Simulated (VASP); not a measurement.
# Tl (Im-3m) in VASP: further runs

Runs on Tl. Level: PBE. Tasks: single point.

Everything below comes from runs of VASP 6.6.1. Logs are shortened: lines on timing, memory, paths and dates and some standing lists are left out, and cuts for length are marked.

### 1 The structure

Symmetry: Im-3m, No. 229, cubic system. Conventional cell: a = 3.857 Å, b = 3.857 Å, c = 3.857 Å, α = 90.00°, β = 90.00°, γ = 90.00°. Tl (site symmetry m-3m) has 8 Tl at 3.34 Å as nearest neighbours.

The cell was built by a generator and needn't be a form met in nature.

### 2 Single point, PBE

INCAR

```
SYSTEM = Tl
ALGO = Normal ; EDIFF = 1E-6
ENCUT = 520 ; GGA = PE
ISIF = 2 ; ISMEAR = 0
LASPH = .True. ; LCHARG = .True.
LELF = .True. ; LREAL = .False.
LVHAR = .True. ; LWAVE = .False.
NBANDS = 12 ; NELM = 60
PREC = Accurate ; SIGMA = 0.05
```

KPOINTS

```
k-points
0
Gamma
  16 16 16
  0 0 0
```

POSCAR

```
Tl
1.0
   -1.9282908796      1.9282908796      1.9282908796
    1.9282908796     -1.9282908796      1.9282908796
    1.9282908796      1.9282908796     -1.9282908796
Tl
1
Direct
    0.0000000000      0.0000000000      0.0000000000
```

Potentials or basis: VASP PAW PBE potentials, release 64 (Tl_d).

The run is started by

```bash
$ cat potpaw_PBE.64/Tl_d/POTCAR > POTCAR
$ mpirun -np 1 vasp_std > vasp.out
```

OUTCAR:

```text
SYSTEM = Tl
   EDIFF = 1E-6
   ENCUT = 520
   GGA = PE
   ISIF = 2
   ISMEAR = 0
   LASPH = .True.
   LREAL = .False.
   NELM = 60
   PREC = Accurate

 ion  position               nearest neighbor table
   1  0.000  0.000  0.000-

  LATTYP: Found a body centered cubic cell.
 ALAT       =     3.8565817592

  Lattice vectors:

 A1 = (  -1.9282908796,   1.9282908796,   1.9282908796)
 A2 = (   1.9282908796,  -1.9282908796,   1.9282908796)
 A3 = (   1.9282908796,   1.9282908796,  -1.9282908796)

Analysis of symmetry for initial positions (statically):
=====================================================================
 Subroutine PRICEL returns:
 Original cell was already a primitive cell.

 Routine SETGRP: Setting up the symmetry group for a
 body centered cubic supercell.

 Subroutine GETGRP returns: Found 48 space group operations
 (whereof 48 operations were pure point group operations)
 out of a pool of 48 trial point group operations.

The static configuration has the point symmetry O_h .

Analysis of symmetry for dynamics (positions and initial velocities):
=====================================================================
 Subroutine PRICEL returns:
 Original cell was already a primitive cell.

 Routine SETGRP: Setting up the symmetry group for a
 body centered cubic supercell.

 Subroutine GETGRP returns: Found 48 space group operations
 (whereof 48 operations were pure point group operations)
 out of a pool of 48 trial point group operations.

The dynamic configuration has the point symmetry O_h .

 Subroutine INISYM returns: Found 48 space group operations
 (whereof 48 operations are pure point group operations),
 and found     1 'primitive' translations

----------------------------------------------------------------------------------------

                                     Primitive cell

  volume of cell :      28.6799

  direct lattice vectors                    reciprocal lattice vectors
    -1.928290880  1.928290880  1.928290880     0.000000000  0.259296979  0.259296979
     1.928290880 -1.928290880  1.928290880     0.259296979  0.000000000  0.259296979
     1.928290880  1.928290880 -1.928290880     0.259296979  0.259296979  0.000000000

  length of vectors
     3.339897775  3.339897775  3.339897775     0.366701305  0.366701305  0.366701305

  position of ions in fractional coordinates (direct lattice)
     0.000000000  0.000000000  0.000000000

  ion indices of the primitive-cell ions
   primitive index   ion index
                 1           1

----------------------------------------------------------------------------------------

 KPOINTS: k-points

Automatic generation of k-mesh.
 Grid dimensions read from file:
 generate k-points for:   16   16   16

 Generating k-lattice:

  Cartesian coordinates                     Fractional coordinates (reciprocal lattice)
     0.000000000  0.016206061  0.016206061     0.062500000  0.000000000  0.000000000
     0.016206061  0.000000000  0.016206061     0.000000000  0.062500000  0.000000000
     0.016206061  0.016206061  0.000000000     0.000000000  0.000000000  0.062500000

  Length of vectors
     0.022918832  0.022918832  0.022918832

  Shift w.r.t. Gamma in fractional coordinates (k-lattice)
     0.000000000  0.000000000  0.000000000

 Subroutine IBZKPT returns following result:
 ===========================================

 Found    145 irreducible k-points:

 Following reciprocal coordinates:
            Coordinates               Weight
  0.000000  0.000000  0.000000      1.000000
  0.062500  0.000000  0.000000     12.000000
  0.125000  0.000000  0.000000     12.000000
  0.187500  0.000000  0.000000     12.000000
  0.250000  0.000000  0.000000     12.000000
  0.312500  0.000000  0.000000     12.000000
[... 16 lines left out ...]
  0.187500  0.187500  0.000000     24.000000
  0.250000  0.187500  0.000000     48.000000
 [... further k-points ...]
   k-points           NKPTS =    145   k-points in BZ     NKDIM =    145   number of bands    NBANDS=     12
   number of dos      NEDOS =    301   number of ions     NIONS =      1
   total plane-waves  NPLWV =  21952
   dimension x,y,z NGX =    28 NGY =   28 NGZ =   28
   dimension x,y,z NGXF=    56 NGYF=   56 NGZF=   56
   ions per type =               1
   NGX,Y,Z   is equivalent  to a cutoff of  13.94, 13.94, 13.94 a.u.
   NGXF,Y,Z  is equivalent  to a cutoff of  27.87, 27.87, 27.87 a.u.
 SYSTEM =  Tl
   PREC   = accura    normal or accurate (medium, high low for compatibility)
   ISTART =      0    job   : 0-new  1-cont  2-samecut
   ICHARG =      2    charge: 1-file 2-atom 10-const
   ISPIN  =      1    spin polarized calculation?
   LNONCOLLINEAR =      F non collinear calculations
   LSORBIT =      F    spin-orbit coupling
   LASPH  =      T    aspherical Exc in radial PAW
   ENCUT  =  520.0 eV  38.22 Ry    6.18 a.u.   6.21  6.21  6.21*2*pi/ulx,y,z
   NELM   =     60;   NELMIN=  2; NELMDL= -5     # of ELM steps
   EDIFF  = 0.1E-05   stopping-criterion for ELM
   LREAL  =      F    real-space projection
   EDIFFG = 0.1E-04   stopping-criterion for IOM
   NSW    =      0    number of steps for IOM
   IBRION =     -1    ionic relax: 0-MD 1-quasi-New 2-CG
   NFREE  =      0    steps in history (QN), initial steepest desc. (CG)
   ISIF   =      2    stress and relaxation
   ISYM   =      2    0-nonsym 1-usesym 2-fastsym
   POTIM  = 0.5000    time-step for ionic-motion
   TEBEG  =    0.0;   TEEND  =   0.0 temperature during run
   PSTRESS=    0.0 pullay stress
   NELECT =      13.0000    total number of electrons
   NUPDOWN=      -1.0000    fix difference up-down
   EMIN   =  10.00;   EMAX   =-10.00  energy-range for DOS
   EFERMI =   0.00;   METHOD = LEGACY
   ISMEAR =     0;   SIGMA  =   0.05  broadening in eV -4-tet -1-fermi 0-gaus
   EFERMI_NEDOS =   21; number of points for ismear=-14 and -15
   IALGO  =     38    algorithm
   IMIX   =      4    mixing-type and parameters
     AMIX     =   0.40;   BMIX     =  1.00
     AMIX_MAG =   1.60;   BMIX_MAG =  1.00
  volume/ion in A,a.u.               =      28.68       193.54
  Fermi-wavevector in a.u.,A,eV,Ry     =   1.257564  2.376451 21.517165  1.581467
  Thomas-Fermi vector in A             =   2.391217
   LORBIT       =      0    0 simple, 1 ext, 2 COOP (PROOUT), +10 PAW based schemes
   GGA     = PE    functional components
   LHFCALC =     F    Hartree Fock is set to
   AEXX    =    0.0000 exact exchange contribution
   IVDW    =     0    specifies the selected vdW correction
   LEPSILON=     F    determine dielectric tensor
   LRPA    =     F    only Hartree local field effects (RPA)
 non-spin polarized calculation
 Gauss-broadening in eV      SIGMA  =   0.05
  energy-cutoff  :      520.00
  volume of cell :       28.68
 maximum number of plane-waves:       784
 NGX is ok and might be reduce to    28
   NGX = 13   NGY = 13   NGZ = 13

 number of electron      12.9999998 magnetization

 Free energy of the ion-electron system (eV)
  ---------------------------------------------------
  ext. energy  EPLUGINS =         0.00000000
  ---------------------------------------------------
  free energy    TOTEN  =        -2.19780583 eV

  energy without entropy =       -2.19731023  energy(sigma->0) =       -2.19755803

 E-fermi :   6.5331     XC(G=0): -10.1789

 val. band max:        6.4745489827   @ k =  -0.3750   0.4375   0.1875
 cond. band min:       6.5663224114   @ k =  -0.3750   0.3750   0.1250
 fundamental gap:      0.0917734287
 Fermi energy:         6.5330713010

 k-point     1 :       0.0000    0.0000    0.0000
  band No.  band energies     occupation
      1      -5.1303      2.00000
      2      -5.1303      2.00000
      3      -5.1303      2.00000
      4      -4.7021      2.00000
      5      -4.7021      2.00000
      6      -3.4777      2.00000
      7      17.3582      0.00000
      8      17.3582      0.00000
      9      17.3582      0.00000
     10      18.8836      0.00000
     11      18.8836      0.00000
     12      18.8836      0.00000

 k-point     2 :       0.0625    0.0000    0.0000
  band No.  band energies     occupation
      1      -5.1374      2.00000
      2      -5.1250      2.00000
      3      -5.1054      2.00000
      4      -4.7099      2.00000
      5      -4.7022      2.00000
      6      -3.3893      2.00000
      7      16.3706      0.00000
      8      17.0184      0.00000
      9      17.1556      0.00000
     10      18.5301      0.00000
     11      18.8110      0.00000
     12      18.8487      0.00000

 k-point     3 :       0.1250    0.0000    0.0000
  band No.  band energies     occupation
      1      -5.1575      2.00000
      2      -5.1158      2.00000
      3      -5.0336      2.00000
      4      -4.7303      2.00000
      5      -4.7023      2.00000
      6      -3.1193      2.00000
      7      14.3601      0.00000
      8      16.2134      0.00000
      9      16.5762      0.00000
     10      18.0297      0.00000
     11      18.6320      0.00000
     12      18.9943      0.00000

 k-point     4 :       0.1875    0.0000    0.0000
  band No.  band energies     occupation
      1      -5.1874      2.00000
      2      -5.1178      2.00000
      3      -4.9238      2.00000
      4      -4.7529      2.00000
      5      -4.7024      2.00000
      6      -2.6602      2.00000
      7      12.1850      0.00000
      8      15.2546      0.00000
      9      15.8360      0.00000
     10      17.5776      0.00000
     11      18.4166      0.00000
     12      19.4261      0.00000

 k-point     5 :       0.2500    0.0000    0.0000
  band No.  band energies     occupation
      1      -5.2224      2.00000
      2      -5.1429      2.00000
      3      -4.7904      2.00000
      4      -4.7636      2.00000
      5      -4.7022      2.00000
      6      -2.0112      2.00000
      7      10.0625      0.00000
      8      14.3225      0.00000
      9      15.1234      0.00000
     10      17.2159      0.00000
     11      18.2137      0.00000
     12      20.0813      0.00000
[... 228 lines left out ...]
      1      -5.2839      2.00000
      2      -5.1999      2.00000
      3      -4.7438      2.00000
      4      -4.7243      2.00000
      5      -4.5034      2.00000
      6       1.0746      2.00000
      7       4.9367      2.00000
      8      10.6996      0.00000
      9      13.2798      0.00000
     10      17.6871      0.00000
     11      19.8572      0.00000
     12      21.4353      0.00000

 k-point    22 :       0.4375    0.1250   -0.0000
  band No.  band energies     occupation
      1      -5.2904      2.00000
      2      -5.2097      2.00000
      3      -4.7334      2.00000
      4      -4.7295      2.00000
      5      -4.4785      2.00000
      6       1.6731      2.00000
      7       4.1817      2.00000
      8      10.5801      0.00000
      9      13.1895      0.00000
     10      17.6492      0.00000
     11      19.8155      0.00000
     12      22.2041      0.00000

 k-point    23 :       0.1875    0.1875    0.0000
  band No.  band energies     occupation
      1      -5.2287      2.00000
      2      -5.1040      2.00000
      3      -4.7820      2.00000
      4      -4.7679      2.00000
      5      -4.6711      2.00000
      6      -0.9999      2.00000
      7       8.7044      0.00000
      8      11.0147      0.00000
      9      13.9911      0.00000
     10      18.7392      0.00000
     11      18.9051      0.00000
     12      21.4906      0.00000

 k-point    24 :       0.2500    0.1875    0.0000
  band No.  band energies     occupation
      1      -5.2496      2.00000
      2      -5.1021      2.00000
      3      -4.7724      2.00000
      4      -4.7592      2.00000
      5      -4.6203      2.00000
      6      -0.1197      2.00000
      7       7.2964      0.00000
      8      10.0143      0.00000
      9      13.5350      0.00000
     10      18.5515      0.00000
     11      19.5012      0.00000
     12      21.8903      0.00000

 [... further k-points ...]

------------------------ aborting loop because EDIFF is reached ----------------------------------------

  FORCE on cell =-STRESS in cart. coord.  units (eV):
  Direction    XX          YY          ZZ          XY          YZ          ZX
  --------------------------------------------------------------------------------------
  -------------------------------------------------------------------------------------
  Total        0.5259963      0.5259963      0.5259963      0.0000000      0.0000000     -0.0000000
  in kB       29.3843179     29.3843179     29.3843179      0.0000000      0.0000000     -0.0000000
  external PRESSURE =      29.3843179 kB  Pullay stress =       0.0000000 kB

 VOLUME and BASIS-vectors are now :
 -----------------------------------------------------------------------------
  energy-cutoff  :      520.00
  volume of cell :       28.68
      direct lattice vectors                 reciprocal lattice vectors
    -1.928290880  1.928290880  1.928290880     0.000000000  0.259296979  0.259296979
     1.928290880 -1.928290880  1.928290880     0.259296979  0.000000000  0.259296979
     1.928290880  1.928290880 -1.928290880     0.259296979  0.259296979  0.000000000

 POSITION                                       TOTAL-FORCE (eV/Angst)
 -----------------------------------------------------------------------------------
      0.00000      0.00000      0.00000        -0.000000     -0.000000     -0.000000
 -----------------------------------------------------------------------------------
    total drift:                               -0.000000     -0.000000     -0.000000

  FREE ENERGIE OF THE ION-ELECTRON SYSTEM (eV)
  ---------------------------------------------------
  free  energy   TOTEN  =        -2.1978058294 eV

  energy  without entropy=       -2.1973102330  energy(sigma->0) =       -2.19755803
```

Wall time 30 s (1 thread of Intel Xeon Platinum 8488C (Sapphire Rapids), shared host); peak memory 0.19 GiB.

What came out:

* Free energy: -2.1978 eV
* Pressure: 2.9 GPa
* Band gap on the k mesh: none (metal or under the smearing width)

Spin-orbit coupling is left out, which matters for the levels of Tl.

### 3 Single point, PBE

This run uses another cell than the first one, of 31.35 Å³/atom, 1.093 times its volume.

INCAR

```
PREC = Accurate
ENCUT = 520
EDIFF = 1E-7
ISMEAR = 0
SIGMA = 0.05
LREAL = False
LASPH = True
NELM = 80
ALGO = Normal
ISIF = 2
LWAVE = False
LCHARG = False
GGA = PE
NBANDS = 12
```

KPOINTS

```
Automatic mesh
0
Gamma
  16 16 16
```

POSCAR

```
Tl
1.0
   -1.9863130256      1.9863130256      1.9863130256
    1.9863130256     -1.9863130256      1.9863130256
    1.9863130256      1.9863130256     -1.9863130256
Tl
1
Direct
    0.0000000000      0.0000000000      0.0000000000
```

Potentials or basis: VASP PAW PBE potentials, release 64 (Tl_d).

The run is started by

```bash
$ cat potpaw_PBE.64/Tl_d/POTCAR > POTCAR
$ mpirun -np 1 vasp_std > vasp.out
```

Run time: 42 s. Hardware: 1 thread of Intel Xeon Platinum 8488C (Sapphire Rapids), shared host; peak memory 0.19 GiB.

The run converged. Its results:

* Free energy: -2.2208 eV
* Pressure: -0.1 GPa
* Band gap on the k mesh: none (metal or under the smearing width)

Levels at points of the mesh, in eV from the Fermi level:
```csv
k point,band 2,band 3,band 4,band 5,band 6,band 7,band 8,band 9,band 10,band 11
"(0.00, 0.00, 0.00)",-11.54,-11.54,-11.19,-11.19,-9.43,9.91,9.91,9.91,12.14,12.14
"(0.50, 0.00, 0.00)",-11.63,-11.22,-11.19,-10.97,-5.05,-2.36,5.47,6.87,9.44,10.71
"(0.50, 0.50, 0.50)",-11.69,-11.02,-11.02,-11.02,-2.06,1.47,1.47,1.47,6.25,6.25
```

The run has no spin-orbit coupling, so splittings on Tl are missing.
